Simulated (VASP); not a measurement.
# TaH4 (Ta(H)4) in VASP: further runs

Runs on TaH4 (Ta(H)4). Level: PBE. Tasks: single point.

All numbers are computed with VASP 6.6.1; they aren't measurements. Logs are shortened: lines on timing, memory, paths and dates and some standing lists are left out, and cuts for length are marked.

## (1) The cell of the first run

The cell holds a molecule in a box, 5 atoms: a = 11.960 Å, b = 11.960 Å, c = 10.940 Å, α = 90.00°, β = 90.00°, γ = 90.00°.

## (2) Single point, PBE, non-collinear spin, typed start, spin-orbit coupling (plane waves, soc)

Contents of INCAR:

```
SYSTEM = TaH4
PREC     = Accurate       ! precision mode
ENCUT    = 520            ! plane-wave cutoff, eV
EDIFF    = 1E-6           ! SCF threshold, eV
ISMEAR   = 0              ! smearing method
SIGMA    = 0.01           ! smearing width, eV
LREAL    = .FALSE.        ! projectors in reciprocal space
LASPH    = .TRUE.         ! aspherical terms in the spheres
NELM     = 150            ! most SCF steps
ALGO     = Normal         ! electronic algorithm
ISIF     = 2              ! what is computed and relaxed
LWAVE    = .FALSE.        ! write WAVECAR
LCHARG   = .FALSE.        ! write CHGCAR
MAGMOM   = 0 0 1 0 0 0 0 0 0 0 0 0 0 0 0 ! initial moments
LORBIT   = 11             ! projections on sites
LSORBIT  = .TRUE.         ! spin-orbit coupling
GGA_COMPAT= .FALSE.      
LORBMOM  = .TRUE.       
LMAXMIX  = 4              ! l up to which the mixer works
GGA      = PE             ! functional
NBANDS   = 30             ! bands
```

Contents of KPOINTS:

```
Automatic mesh
0
G
  1 1 1
  0 0 0
```

Contents of POSCAR:

```
TaH4
1.0
   11.9600000000      0.0000000000      0.0000000000
    0.0000000000     11.9600000000      0.0000000000
    0.0000000000      0.0000000000     10.9400000000
Ta H
1 4
Direct
    0.5000585300      0.5000585300      0.4997915900
    0.6238637100      0.5000585300      0.5882486300
    0.5000585300      0.6238637100      0.4113345500
    0.3762541800      0.5000585300      0.5882486300
    0.5000585300      0.3762541800      0.4113345500
```

Potentials or basis: VASP PAW PBE potentials, release 64 (Ta_pv, H).

Run with:

```sh
$ cat potpaw_PBE.64/Ta_pv/POTCAR potpaw_PBE.64/H/POTCAR > POTCAR
$ mpirun -np 1 vasp_ncl > vasp.out
```

OUTCAR:

```text
SYSTEM = TaH4
   PREC = Accurate
   ENCUT = 520
   EDIFF = 1E-6
   ISMEAR = 0
   LREAL = .FALSE.
   LASPH = .TRUE.
   NELM = 150
   ISIF = 2
   LORBIT = 11
   LSORBIT = .TRUE.
   GGA = PE

 ion  position               nearest neighbor table
   1  0.500  0.500  0.500-   4 1.77   5 1.77   2 1.77   3 1.77
   2  0.624  0.500  0.588-   1 1.77
   3  0.500  0.624  0.411-   1 1.77
   4  0.376  0.500  0.588-   1 1.77
   5  0.500  0.376  0.411-   1 1.77

  LATTYP: Found a simple tetragonal cell.
 ALAT       =    11.9600000000
 C/A-ratio  =     0.9147157191

  Lattice vectors:

 A1 = (  11.9600000000,   0.0000000000,   0.0000000000)
 A2 = (   0.0000000000,  11.9600000000,   0.0000000000)
 A3 = (   0.0000000000,   0.0000000000,  10.9400000000)

Analysis of symmetry for initial positions (statically):
=====================================================================
 Subroutine PRICEL returns:
 Original cell was already a primitive cell.

 Routine SETGRP: Setting up the symmetry group for a
 simple tetragonal supercell.

 Subroutine GETGRP returns: Found  8 space group operations
 (whereof  1 operations were pure point group operations)
 out of a pool of 16 trial point group operations.

The static configuration has the point symmetry C_1 .
 The point group associated with its full space group is D_2d.

Analysis of symmetry for dynamics (positions and initial velocities):
=====================================================================
 Subroutine PRICEL returns:
 Original cell was already a primitive cell.

 Routine SETGRP: Setting up the symmetry group for a
 simple tetragonal supercell.

 Subroutine GETGRP returns: Found  8 space group operations
 (whereof  1 operations were pure point group operations)
 out of a pool of 16 trial point group operations.

The dynamic configuration has the point symmetry C_1 .
 The point group associated with its full space group is D_2d.

Analysis of structural, dynamic, and magnetic symmetry:
=====================================================================
 Subroutine PRICEL returns:
 Original cell was already a primitive cell.

 Routine SETGRP: Setting up the symmetry group for a
 simple tetragonal supercell.

 Subroutine GETGRP returns: Found  4 space group operations
 (whereof  1 operations were pure point group operations)
 out of a pool of 16 trial point group operations.

The overall configuration has the point symmetry C_1 .
 The point group associated with its full space group is S_4 .

 Subroutine INISYM returns: Found  4 space group operations
 (whereof  1 operations are pure point group operations),
 and found     1 'primitive' translations

----------------------------------------------------------------------------------------

                                     Primitive cell

  volume of cell :    1564.8751

  direct lattice vectors                    reciprocal lattice vectors
    11.960000000  0.000000000  0.000000000     0.083612040  0.000000000  0.000000000
     0.000000000 11.960000000  0.000000000     0.000000000  0.083612040  0.000000000
     0.000000000  0.000000000 10.940000000     0.000000000  0.000000000  0.091407678

  length of vectors
    11.960000000 11.960000000 10.940000000     0.083612040  0.083612040  0.091407678

  position of ions in fractional coordinates (direct lattice)
     0.500058530  0.500058530  0.499791590
     0.623863710  0.500058530  0.588248630
     0.500058530  0.623863710  0.411334550
     0.376254180  0.500058530  0.588248630
     0.500058530  0.376254180  0.411334550

  ion indices of the primitive-cell ions
   primitive index   ion index
                 1           1
                 2           2
                 3           3
                 4           4
                 5           5

----------------------------------------------------------------------------------------

 KPOINTS: Automatic mesh

Automatic generation of k-mesh.
 Grid dimensions read from file:
 generate k-points for:    1    1    1

 Generating k-lattice:

  Cartesian coordinates                     Fractional coordinates (reciprocal lattice)
     0.083612040  0.000000000  0.000000000     1.000000000  0.000000000  0.000000000
     0.000000000  0.083612040  0.000000000     0.000000000  1.000000000  0.000000000
     0.000000000  0.000000000  0.091407678     0.000000000  0.000000000  1.000000000

  Length of vectors
[... 57 lines left out ...]
   LHFCALC =     F    Hartree Fock is set to
   AEXX    =    0.0000 exact exchange contribution
   IVDW    =     0    specifies the selected vdW correction
   LEPSILON=     F    determine dielectric tensor
   LRPA    =     F    only Hartree local field effects (RPA)
 Gauss-broadening in eV      SIGMA  =   0.01
  energy-cutoff  :      520.00
  volume of cell :     1564.88
 maximum number of plane-waves:     84378
 NGX is ok and might be reduce to    90
   NGX = 45   NGY = 45   NGZ = 41

 number of electron      15.0000000 magnetization       0.0000000      0.0000000      1.0000000

 number of electron      14.9999997 magnetization       0.0000000     -0.0000000      0.9919557

 Free energy of the ion-electron system (eV)
  ---------------------------------------------------
  ext. energy  EPLUGINS =         0.00000000
  ---------------------------------------------------
  free energy    TOTEN  =       -21.24020344 eV

  energy without entropy =      -21.24020344  energy(sigma->0) =      -21.24020344

 E-fermi :  -4.0752     XC(G=0):  -0.7819

 val. band max:       -4.1353406217   @ k =   0.0000   0.0000   0.0000
 cond. band min:      -4.0079105283   @ k =   0.0000   0.0000   0.0000
 fundamental gap:      0.1274300933
 Fermi energy:        -4.0751892565

 k-point     1 :       0.0000    0.0000    0.0000
  band No.  band energies     occupation
      1     -44.7317      1.00000
      2     -44.4142      1.00000
      3     -37.0365      1.00000
      4     -36.9266      1.00000
      5     -36.8743      1.00000
      6     -36.2295      1.00000
[... 19 lines left out ...]
     26      -0.1437      0.00000
     27       0.7841      0.00000
 [bands above 27 left out]

------------------------ aborting loop because EDIFF is reached ----------------------------------------

  FORCE on cell =-STRESS in cart. coord.  units (eV):
  Direction    XX          YY          ZZ          XY          YZ          ZX
  --------------------------------------------------------------------------------------
  -------------------------------------------------------------------------------------
  Total       -0.5806456     -0.5806456      0.4974705      0.0000008      0.0000000      0.0000000
  in kB       -0.5944865     -0.5944865      0.5093288      0.0000008      0.0000000      0.0000000
  external PRESSURE =      -0.2265481 kB  Pullay stress =       0.0000000 kB

 VOLUME and BASIS-vectors are now :
 -----------------------------------------------------------------------------
  energy-cutoff  :      520.00
  volume of cell :     1564.88
      direct lattice vectors                 reciprocal lattice vectors
    11.960000000  0.000000000  0.000000000     0.083612040  0.000000000  0.000000000
     0.000000000 11.960000000  0.000000000     0.000000000  0.083612040  0.000000000
     0.000000000  0.000000000 10.940000000     0.000000000  0.000000000  0.091407678

 POSITION                                       TOTAL-FORCE (eV/Angst)
 -----------------------------------------------------------------------------------
      5.98070      5.98070      5.46772        -0.000000      0.000000     -0.000000
      7.46141      5.98070      6.43544        -0.178905     -0.000001      0.141643
      5.98070      7.46141      4.50000         0.000001     -0.178905     -0.141643
      4.50000      5.98070      6.43544         0.178905      0.000001      0.141643
      5.98070      4.50000      4.50000        -0.000001      0.178905     -0.141643
 -----------------------------------------------------------------------------------
    total drift:                               -0.000347     -0.000347     -0.000005

  FREE ENERGIE OF THE ION-ELECTRON SYSTEM (eV)
  ---------------------------------------------------
  free  energy   TOTEN  =       -21.2402034378 eV

  energy  without entropy=      -21.2402034378  energy(sigma->0) =      -21.24020344

 orbital moment (x)

 # of ion     p       d       tot
 ----------------------------------------
  1         0.000  -0.000  -0.000
  2        -0.000   0.000  -0.000
  3        -0.000   0.000  -0.000
  4         0.000   0.000   0.000
  5         0.000   0.000   0.000
 ----------------------------------------
           -0.000  -0.000  -0.000

 orbital moment (y)

 # of ion     p       d       tot
 ----------------------------------------
  1         0.000   0.000   0.000
  2        -0.000   0.000  -0.000
  3         0.000   0.000   0.000
  4         0.000   0.000   0.000
  5        -0.000   0.000  -0.000
 ----------------------------------------
            0.000   0.000   0.000

 orbital moment (z)

 # of ion     p       d       tot
 ----------------------------------------
  1        -0.001  -0.136  -0.137
  2         0.000   0.000   0.000
  3         0.000   0.000   0.000
  4         0.000   0.000   0.000
  5         0.000   0.000   0.000
 ----------------------------------------
           -0.000  -0.136  -0.136

 Spin-Orbit-Coupling matrix elements

 Ion:    1  E_soc:     -1.4596904
 l=   1
     0.0000000    -0.2182180    -0.2205976
    -0.2182180     0.0000000    -0.2182180
    -0.2205976    -0.2182180     0.0000000
 l=   2
     0.0000000    -0.0067773     0.0000000    -0.0067773    -0.0229136
    -0.0067773     0.0000000    -0.0094493    -0.0058661    -0.0057894
     0.0000000    -0.0094493     0.0000000    -0.0094493     0.0000000
    -0.0067773    -0.0058661    -0.0094493     0.0000000    -0.0057894
    -0.0229136    -0.0057894     0.0000000    -0.0057894     0.0000000
 l=   3
     0.0000000     0.0000000     0.0000000     0.0000000     0.0000000     0.0000000     0.0000000
     0.0000000     0.0000000     0.0000000     0.0000000     0.0000000     0.0000000     0.0000000
     0.0000000     0.0000000     0.0000000     0.0000000     0.0000000     0.0000000     0.0000000
     0.0000000     0.0000000     0.0000000     0.0000000     0.0000000     0.0000000     0.0000000
[... 69 lines left out ...]
 l=   2
     0.0000000     0.0000000     0.0000000     0.0000000     0.0000000
     0.0000000     0.0000000     0.0000000     0.0000000     0.0000000
     0.0000000     0.0000000     0.0000000     0.0000000     0.0000000
     0.0000000     0.0000000     0.0000000     0.0000000     0.0000000
     0.0000000     0.0000000     0.0000000     0.0000000     0.0000000
 l=   3
     0.0000000     0.0000000     0.0000000     0.0000000     0.0000000     0.0000000     0.0000000
     0.0000000     0.0000000     0.0000000     0.0000000     0.0000000     0.0000000     0.0000000
     0.0000000     0.0000000     0.0000000     0.0000000     0.0000000     0.0000000     0.0000000
     0.0000000     0.0000000     0.0000000     0.0000000     0.0000000     0.0000000     0.0000000
     0.0000000     0.0000000     0.0000000     0.0000000     0.0000000     0.0000000     0.0000000
     0.0000000     0.0000000     0.0000000     0.0000000     0.0000000     0.0000000     0.0000000
     0.0000000     0.0000000     0.0000000     0.0000000     0.0000000     0.0000000     0.0000000

 total charge

# of ion       s       p       d       tot
------------------------------------------
    1        0.406   6.087   2.300   8.794
    2        0.559   0.009   0.000   0.568
    3        0.559   0.009   0.000   0.568
    4        0.559   0.009   0.000   0.568
    5        0.559   0.009   0.000   0.568
--------------------------------------------------
tot          2.642   6.122   2.300  11.065

 magnetization (x)

# of ion       s       p       d       tot
------------------------------------------
    1        0.000  -0.000   0.000  -0.000
    2        0.000  -0.000   0.000   0.000
    3       -0.000  -0.000   0.000  -0.000
    4       -0.000   0.000   0.000  -0.000
    5        0.000   0.000   0.000   0.000
--------------------------------------------------
tot         -0.000   0.000   0.000  -0.000

 magnetization (y)

# of ion       s       p       d       tot
------------------------------------------
    1        0.000   0.000   0.000   0.000
    2       -0.000  -0.000   0.000  -0.000
    3       -0.000   0.000   0.000  -0.000
    4        0.000   0.000   0.000   0.000
    5        0.000  -0.000   0.000   0.000
--------------------------------------------------
tot          0.000   0.000   0.000   0.000

 magnetization (z)

# of ion       s       p       d       tot
------------------------------------------
    1        0.012   0.000   0.726   0.738
    2       -0.011   0.002   0.000  -0.008
    3       -0.011   0.002   0.000  -0.008
    4       -0.011   0.002   0.000  -0.008
    5       -0.011   0.002   0.000  -0.008
--------------------------------------------------
tot         -0.030   0.009   0.726   0.705
```

Wall time 14 min (1 thread of Intel Xeon Platinum 8559C (Emerald Rapids), shared host); peak memory 3.6 GiB.

What came out:

```
Free energy                                           : -21.2402 eV
Largest force                                         : 0.228 eV/Å
Net moment                                            : 0.99 μB per cell
Valence electrons inside the program's atomic spheres : Ta 8.79; H 0.57
```

Forces in eV/Å, atoms in the order of the input:
```
Ta   0.000  0.000  0.000
H   -0.179  0.000  0.142
H    0.000 -0.179 -0.142
H    0.179  0.000  0.142
H    0.000  0.179 -0.142
```

Moments on the atoms (μB; x, y, z):
```
Ta   0.00  0.00  0.74
H    0.00  0.00 -0.01
H    0.00  0.00 -0.01
H    0.00  0.00 -0.01
H    0.00  0.00 -0.01
```

## (3) Single point, PBE, collinear spin, typed start (plane waves, scalar)

Contents of INCAR:

```
SYSTEM = TaH4
ALGO     = Fast           ! electronic algorithm
EDIFF    = 1E-7           ! SCF threshold, eV
ENCUT    = 520            ! plane-wave cutoff, eV
GGA      = PE             ! functional
ISIF     = 2              ! what is computed and relaxed
ISMEAR   = 0              ! smearing method
ISPIN    = 2              ! spin polarisation
LASPH    = .TRUE.         ! aspherical terms in the spheres
LCHARG   = .TRUE.         ! write CHGCAR
LELF     = .TRUE.         ! ELF
LMAXMIX  = 4              ! l up to which the mixer works
LORBIT   = 11             ! projections on sites
LREAL    = .FALSE.        ! projectors in reciprocal space
LVHAR    = .TRUE.       
LWAVE    = .FALSE.        ! write WAVECAR
MAGMOM   = 1 0 0 0 0      ! initial moments
NBANDS   = 20             ! bands
NELM     = 150            ! most SCF steps
PREC     = Accurate       ! precision mode
SIGMA    = 0.01           ! smearing width, eV
```

Contents of KPOINTS:

```
k-points
0
G
  1 1 1
  0 0 0
```

POSCAR is that of step 2.

Potentials or basis: VASP PAW PBE potentials, release 64 (Ta_pv, H).

Run with:

```sh
$ cat potpaw_PBE.64/Ta_pv/POTCAR potpaw_PBE.64/H/POTCAR > POTCAR
$ mpirun -np 1 vasp_gam > vasp.out
```

Run time: 5.3 min. Hardware: 1 thread of Intel Xeon Platinum 8559C (Emerald Rapids), shared host; peak memory 1.6 GiB.

Results (log left out):

| Item | Value |
| --- | --- |
| Free energy | -20.5022 eV |
| Largest force | 0.225 eV/Å |
| Gap between the frontier levels | 0.14 eV |
| Net moment | 1.00 μB per cell |
| Site moments | Ta +0.74; H -0.01 μB |
| Valence electrons inside the program's atomic spheres | Ta 8.78; H 0.57 |

Forces in eV/Å, atoms in the order of the input:
```
Ta   0.000  0.000  0.000
H   -0.169  0.000  0.148
H    0.000 -0.169 -0.148
H    0.169  0.000  0.148
H    0.000  0.169 -0.148
```

Levels at points of the mesh, in eV from the valence-band top:
Spin up:
```csv
k point,band 4,band 5,band 6,band 7,band 8,band 9,band 10,band 11,band 12,band 13
"(0.00, 0.00, 0.00)",-4.80,-3.31,-3.31,-3.29,0.00,0.14,1.55,1.55,1.86,3.94
```
Spin down:
```tsv
k point	band 3	band 4	band 5	band 6	band 7	band 8	band 9	band 10	band 11	band 12
(0.00, 0.00, 0.00)	-34.58	-4.57	-3.22	-3.18	-3.18	0.49	1.48	1.89	1.89	2.03
```

Caveat: spin-orbit coupling is left out, which moves the levels of the heavy elements.
